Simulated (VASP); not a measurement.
# TePb (Fm-3m) in VASP: a series of runs

One crystal, TePb, is run at these levels: r2SCAN; tasks: single point.

Program: VASP 6.6.1. These are calculated values, not measurements. Logs are shortened: lines on timing, memory, paths and dates and some standing lists are left out, and cuts for length are marked.

## (1) The undisturbed crystal

Symmetry: Fm-3m, No. 225, cubic system. Conventional cell: a = 6.462 Å, b = 6.462 Å, c = 6.462 Å, α = 90.00°, β = 90.00°, γ = 90.00°. Pb (site symmetry m-3m) has 6 Te at 3.23 Å as nearest neighbours. Te (site symmetry m-3m) has 6 Pb at 3.23 Å as nearest neighbours.

## (2) Single point, r2SCAN, collinear spin, typed start (volume scaled by 0.94)

Input file POSCAR:

```
TePb
1.0
    0.0000000000      3.1650427173      3.1650427173
    3.1650427173      0.0000000000      3.1650427173
    3.1650427173      3.1650427173      0.0000000000
Pb Te
1 1
Direct
    0.0000000000      0.0000000000      0.0000000000
    0.5000000000      0.5000000000      0.5000000000
```

Input file INCAR.step1:

```
SYSTEM = TePb
PREC     = Accurate       ! precision mode
ENCUT    = 520            ! plane-wave cutoff, eV
ISMEAR   = 0              ! smearing method
SIGMA    = 0.05           ! smearing width, eV
LREAL    = .False.        ! projectors in reciprocal space
LASPH    = .True.         ! aspherical terms in the spheres
NELM     = 150            ! most SCF steps
ISPIN    = 2              ! spin polarisation
MAGMOM   = 0.5 0          ! initial moments
NBANDS   = 21             ! bands
GGA      = PE             ! functional
ALGO     = Normal         ! electronic algorithm
EDIFF    = 1E-4           ! SCF threshold, eV
LWAVE    = .True.         ! write WAVECAR
LCHARG   = .False.        ! write CHGCAR
```

Input file INCAR.step2:

```
SYSTEM = TePb
PREC     = Accurate       ! precision mode
ENCUT    = 520            ! plane-wave cutoff, eV
EDIFF    = 1E-7           ! SCF threshold, eV
ISMEAR   = 0              ! smearing method
SIGMA    = 0.05           ! smearing width, eV
LREAL    = .False.        ! projectors in reciprocal space
LASPH    = .True.         ! aspherical terms in the spheres
NELM     = 150            ! most SCF steps
ALGO     = Normal         ! electronic algorithm
ISIF     = 2              ! what is computed and relaxed
LWAVE    = .False.        ! write WAVECAR
LCHARG   = .False.        ! write CHGCAR
ISPIN    = 2              ! spin polarisation
MAGMOM   = 0.5 0          ! initial moments
LORBIT   = 11             ! projections on sites
METAGGA  = R2SCAN         ! meta-GGA
LMIXTAU  = .True.       
NBANDS   = 21             ! bands
ISTART   = 1
```

Input file KPOINTS:

```
Automatic mesh
0
Gamma
  7 7 7
  0 0 0
```

Potentials or basis: VASP PAW PBE potentials, release 64 (Pb_d, Te).

Started as:

```console
> cat potpaw_PBE.64/Pb_d/POTCAR potpaw_PBE.64/Te/POTCAR > POTCAR
> cp INCAR.step1 INCAR
> mpirun -np 1 vasp_std > vasp.out
> cp INCAR.step2 INCAR
> mpirun -np 1 vasp_std > vasp.out
```

OUTCAR:

```text
SYSTEM = TePb
   PREC = Accurate
   ENCUT = 520
   EDIFF = 1E-7
   ISMEAR = 0
   LREAL = .False.
   LASPH = .True.
   NELM = 150
   ISIF = 2
   ISPIN = 2
   LORBIT = 11
   METAGGA = R2SCAN
   ISTART = 1

 ion  position               nearest neighbor table
   1  0.000  0.000  0.000-   2 3.17   2 3.17   2 3.17   2 3.17   2 3.17   2 3.17
   2  0.500  0.500  0.500-   1 3.17   1 3.17   1 3.17   1 3.17   1 3.17   1 3.17

  LATTYP: Found a face centered cubic cell.
 ALAT       =     6.3300854346

  Lattice vectors:

 A1 = (   0.0000000000,   3.1650427173,   3.1650427173)
 A2 = (   3.1650427173,   0.0000000000,   3.1650427173)
 A3 = (   3.1650427173,   3.1650427173,   0.0000000000)

Analysis of symmetry for initial positions (statically):
=====================================================================
 Subroutine PRICEL returns:
 Original cell was already a primitive cell.

 Routine SETGRP: Setting up the symmetry group for a
 face centered cubic supercell.

 Subroutine GETGRP returns: Found 48 space group operations
 (whereof 48 operations were pure point group operations)
 out of a pool of 48 trial point group operations.

The static configuration has the point symmetry O_h .

Analysis of symmetry for dynamics (positions and initial velocities):
=====================================================================
 Subroutine PRICEL returns:
 Original cell was already a primitive cell.

 Routine SETGRP: Setting up the symmetry group for a
 face centered cubic supercell.

 Subroutine GETGRP returns: Found 48 space group operations
 (whereof 48 operations were pure point group operations)
 out of a pool of 48 trial point group operations.

The dynamic configuration has the point symmetry O_h .

Analysis of structural, dynamic, and magnetic symmetry:
=====================================================================
 Subroutine PRICEL returns:
 Original cell was already a primitive cell.

 Routine SETGRP: Setting up the symmetry group for a
 face centered cubic supercell.

 Subroutine GETGRP returns: Found 48 space group operations
 (whereof 48 operations were pure point group operations)
 out of a pool of 48 trial point group operations.

The overall configuration has the point symmetry O_h .

 Subroutine INISYM returns: Found 48 space group operations
 (whereof 48 operations are pure point group operations),
 and found     1 'primitive' translations

[... 113 lines left out ...]
   LORBIT       =     11    0 simple, 1 ext, 2 COOP (PROOUT), +10 PAW based schemes
   METAGGA = R2SCAN    functional components
   LHFCALC =     F    Hartree Fock is set to
   AEXX    =    0.0000 exact exchange contribution
   IVDW    =     0    specifies the selected vdW correction
   LEPSILON=     F    determine dielectric tensor
   LRPA    =     F    only Hartree local field effects (RPA)
 spin polarized calculation
 Gauss-broadening in eV      SIGMA  =   0.05
  energy-cutoff  :      520.00
  volume of cell :       63.41
 maximum number of plane-waves:      1729
 NGX is ok and might be reduce to    36
   NGX = 17   NGY = 17   NGZ = 17

 number of electron      19.9999998 magnetization      -0.0000000

 number of electron      19.9999998 magnetization       0.0000000

 Free energy of the ion-electron system (eV)
  ---------------------------------------------------
  ext. energy  EPLUGINS =         0.00000000
  ---------------------------------------------------
  free energy    TOTEN  =       -82.61493653 eV

  energy without entropy =      -82.61493653  energy(sigma->0) =      -82.61493653

 E-fermi :   6.6002     XC(G=0): -10.1197

 val. band max:        6.2866097971   @ k =   0.4286   0.0000   0.0000
 cond. band min:       7.4329331083   @ k =   0.4286   0.0000   0.0000
 fundamental gap:      1.1463233113
 Fermi energy:         6.6001773528

 spin component 1

 k-point     1 :       0.0000    0.0000    0.0000
  band No.  band energies     occupation
      1     -11.1384      1.00000
      2     -11.1384      1.00000
      3     -11.1199      1.00000
      4     -11.1199      1.00000
      5     -11.1199      1.00000
      6      -6.7307      1.00000
[... 469 lines left out ...]
     20      20.0110      0.00000
     21      22.2773      0.00000
 Fermi energy:         6.6001773528

 spin component 2

 k-point     1 :       0.0000    0.0000    0.0000
  band No.  band energies     occupation
      1     -11.1384      1.00000
      2     -11.1384      1.00000
      3     -11.1199      1.00000
      4     -11.1199      1.00000
      5     -11.1199      1.00000
      6      -6.7307      1.00000
[... 469 lines left out ...]
     20      20.0110      0.00000
     21      22.2773      0.00000

------------------------ aborting loop because EDIFF is reached ----------------------------------------

  FORCE on cell =-STRESS in cart. coord.  units (eV):
  Direction    XX          YY          ZZ          XY          YZ          ZX
  --------------------------------------------------------------------------------------
  -------------------------------------------------------------------------------------
  Total        1.9685764      1.9685764      1.9685764     -0.0000000     -0.0000000     -0.0000000
  in kB       49.7386664     49.7386664     49.7386664     -0.0000000     -0.0000000     -0.0000000
  external PRESSURE =      49.7386664 kB  Pullay stress =       0.0000000 kB

 VOLUME and BASIS-vectors are now :
 -----------------------------------------------------------------------------
  energy-cutoff  :      520.00
  volume of cell :       63.41
      direct lattice vectors                 reciprocal lattice vectors
     0.000000000  3.165042717  3.165042717    -0.157975751  0.157975751  0.157975751
     3.165042717  0.000000000  3.165042717     0.157975751 -0.157975751  0.157975751
     3.165042717  3.165042717  0.000000000     0.157975751  0.157975751 -0.157975751

 POSITION                                       TOTAL-FORCE (eV/Angst)
 -----------------------------------------------------------------------------------
      0.00000      0.00000      0.00000         0.000000      0.000000     -0.000000
      3.16504      3.16504      3.16504         0.000000      0.000000      0.000000
 -----------------------------------------------------------------------------------
    total drift:                               -0.000000      0.000000      0.000000

  FREE ENERGIE OF THE ION-ELECTRON SYSTEM (eV)
  ---------------------------------------------------
  free  energy   TOTEN  =       -82.6149365347 eV

  energy  without entropy=      -82.6149365347  energy(sigma->0) =      -82.61493653

 total charge

# of ion       s       p       d       tot
------------------------------------------
    1        1.455   0.606   9.832  11.892
    2        1.377   2.071   0.024   3.472
--------------------------------------------------
tot          2.832   2.677   9.855  15.364

 magnetization (x)

# of ion       s       p       d       tot
------------------------------------------
    1        0.000   0.000   0.000   0.000
    2        0.000   0.000   0.000   0.000
--------------------------------------------------
tot          0.000   0.000   0.000   0.000
```

OUTCAR.step1:

```text
SYSTEM = TePb
   PREC = Accurate
   ENCUT = 520
   ISMEAR = 0
   LREAL = .False.
   LASPH = .True.
[... 1198 lines left out ...]
      0.00000      0.00000      0.00000         0.000000      0.000000      0.000000
      3.16504      3.16504      3.16504         0.000000     -0.000000     -0.000000
 -----------------------------------------------------------------------------------
    total drift:                               -0.000000      0.000000      0.000000

  FREE ENERGIE OF THE ION-ELECTRON SYSTEM (eV)
  ---------------------------------------------------
  free  energy   TOTEN  =        -7.4088227484 eV

  energy  without entropy=       -7.4088227484  energy(sigma->0) =       -7.40882275
```

Run time: 2.4 min. Hardware: 1 thread of Intel Xeon Platinum 8488C (Sapphire Rapids), shared host; peak memory 0.28 GiB.

Results:

| Quantity | Value |
| --- | --- |
| Free energy | -82.6149 eV |
| Pressure | 5.0 GPa |
| Net moment | 0.00 μB per cell |
| Valence electrons inside the program's atomic spheres | Pb 11.89; Te 3.47 |

Caveat: this odd mesh misses L, where the gap lies, so gap, dielectric constants and Born charges aren't listed; the PAW data sets were made with another functional, which shifts forces and pressure a little.

## (3) Single point, r2SCAN, collinear spin, typed start (volume scaled by 1.04)

Input file POSCAR:

```
TePb
1.0
    0.0000000000      3.2735180337      3.2735180337
    3.2735180337      0.0000000000      3.2735180337
    3.2735180337      3.2735180337      0.0000000000
Pb Te
1 1
Direct
    0.0000000000      0.0000000000      0.0000000000
    0.5000000000      0.5000000000      0.5000000000
```

Input file INCAR.step1:

```
SYSTEM = TePb
PREC = Accurate
ENCUT = 520
ISMEAR = 0
SIGMA = 0.05
LREAL = .FALSE.
LASPH = .TRUE.
NELM = 150
ISPIN = 2
MAGMOM = 0.5 0
NBANDS = 21
GGA = PE
ALGO = Normal
EDIFF = 1E-4
LWAVE = .TRUE.
LCHARG = .FALSE.
```

Input file INCAR.step2:

```
SYSTEM = TePb
PREC = Accurate
ENCUT = 520
EDIFF = 1E-7
ISMEAR = 0
SIGMA = 0.05
LREAL = .FALSE.
LASPH = .TRUE.
NELM = 150
ALGO = Normal
ISIF = 2
LWAVE = .FALSE.
LCHARG = .FALSE.
ISPIN = 2
MAGMOM = 0.5 0
LORBIT = 11
METAGGA = R2SCAN
LMIXTAU = .TRUE.
NBANDS = 21
ISTART = 1
```

Input file KPOINTS:

```
Automatic mesh
0
G
  7 7 7
  0 0 0
```

Potentials or basis: VASP PAW PBE potentials, release 64 (Pb_d, Te).

Started as:

```console
> cat potpaw_PBE.64/Pb_d/POTCAR potpaw_PBE.64/Te/POTCAR > POTCAR
> cp INCAR.step1 INCAR
> mpirun -np 1 vasp_std > vasp.out
> cp INCAR.step2 INCAR
> mpirun -np 1 vasp_std > vasp.out
```

OUTCAR:

```text
SYSTEM = TePb
   PREC = Accurate
   ENCUT = 520
   EDIFF = 1E-7
   ISMEAR = 0
   LREAL = .FALSE.
   LASPH = .TRUE.
   NELM = 150
   ISIF = 2
   ISPIN = 2
   LORBIT = 11
   METAGGA = R2SCAN
   ISTART = 1

 ion  position               nearest neighbor table
   1  0.000  0.000  0.000-   2 3.27   2 3.27   2 3.27   2 3.27   2 3.27   2 3.27
   2  0.500  0.500  0.500-   1 3.27   1 3.27   1 3.27   1 3.27   1 3.27   1 3.27

  LATTYP: Found a face centered cubic cell.
 ALAT       =     6.5470360674

  Lattice vectors:

 A1 = (   0.0000000000,   3.2735180337,   3.2735180337)
[... 1169 lines left out ...]
  external PRESSURE =      -2.5021191 kB  Pullay stress =       0.0000000 kB

 VOLUME and BASIS-vectors are now :
 -----------------------------------------------------------------------------
  energy-cutoff  :      520.00
  volume of cell :       70.16
      direct lattice vectors                 reciprocal lattice vectors
     0.000000000  3.273518034  3.273518034    -0.152740872  0.152740872  0.152740872
     3.273518034  0.000000000  3.273518034     0.152740872 -0.152740872  0.152740872
     3.273518034  3.273518034  0.000000000     0.152740872  0.152740872 -0.152740872

 POSITION                                       TOTAL-FORCE (eV/Angst)
 -----------------------------------------------------------------------------------
      0.00000      0.00000      0.00000         0.000000      0.000000     -0.000000
      3.27352      3.27352      3.27352         0.000000      0.000000      0.000000
 -----------------------------------------------------------------------------------
    total drift:                               -0.000000      0.000000      0.000000

  FREE ENERGIE OF THE ION-ELECTRON SYSTEM (eV)
  ---------------------------------------------------
  free  energy   TOTEN  =       -82.7065075215 eV

  energy  without entropy=      -82.7065075215  energy(sigma->0) =      -82.70650752

 total charge

# of ion       s       p       d       tot
------------------------------------------
    1        1.459   0.541   9.824  11.824
    2        1.373   2.042   0.016   3.430
--------------------------------------------------
tot          2.831   2.583   9.840  15.254

 magnetization (x)

# of ion       s       p       d       tot
------------------------------------------
    1        0.000  -0.000  -0.000   0.000
    2       -0.000   0.000   0.000  -0.000
--------------------------------------------------
tot          0.000  -0.000  -0.000   0.000
```

OUTCAR.step1:

```text
SYSTEM = TePb
   PREC = Accurate
   ENCUT = 520
   ISMEAR = 0
   LREAL = .FALSE.
   LASPH = .TRUE.
[... 1197 lines left out ...]
      0.00000      0.00000      0.00000         0.000000      0.000000      0.000000
      3.27352      3.27352      3.27352         0.000000     -0.000000     -0.000000
 -----------------------------------------------------------------------------------
    total drift:                               -0.000000      0.000000      0.000000

  FREE ENERGIE OF THE ION-ELECTRON SYSTEM (eV)
  ---------------------------------------------------
  free  energy   TOTEN  =        -7.5231388584 eV

  energy  without entropy=       -7.5231388584  energy(sigma->0) =       -7.52313886
```

Run time: 2.5 min. Hardware: 1 thread of Intel Xeon Platinum 8488C (Sapphire Rapids), shared host; peak memory 0.28 GiB.

What came out:

| Item | Value |
| --- | --- |
| Free energy | -82.7065 eV |
| Pressure | -0.3 GPa |
| Net moment | 0.00 μB per cell |
| Valence electrons inside the program's atomic spheres | Pb 11.82; Te 3.43 |

Levels at points of the mesh, in eV from the Fermi level:
Spin up:
| k point | band 6 | band 7 | band 8 | band 9 | band 10 | band 11 | band 12 | band 13 | band 14 | band 15 |
| --- | --- | --- | --- | --- | --- | --- | --- | --- | --- | --- |
| (0.00, 0.00, 0.00) | -12.41 | -5.96 | -1.56 | -1.56 | -1.56 | 4.08 | 4.08 | 4.08 | 6.05 | 6.05 |
Spin down:
```csv
k point,band 7,band 8,band 9,band 10,band 11,band 12,band 13,band 14
"(0.00, 0.00, 0.00)",-5.96,-1.56,-1.56,-1.56,4.08,4.08,4.08,6.05
```

Caveat: this odd mesh misses L, where the gap lies, so gap, dielectric constants and Born charges aren't listed; the PAW data sets were made with another functional, which shifts forces and pressure a little. Spin-orbit coupling is left out, which matters for the levels of Pb, Te.
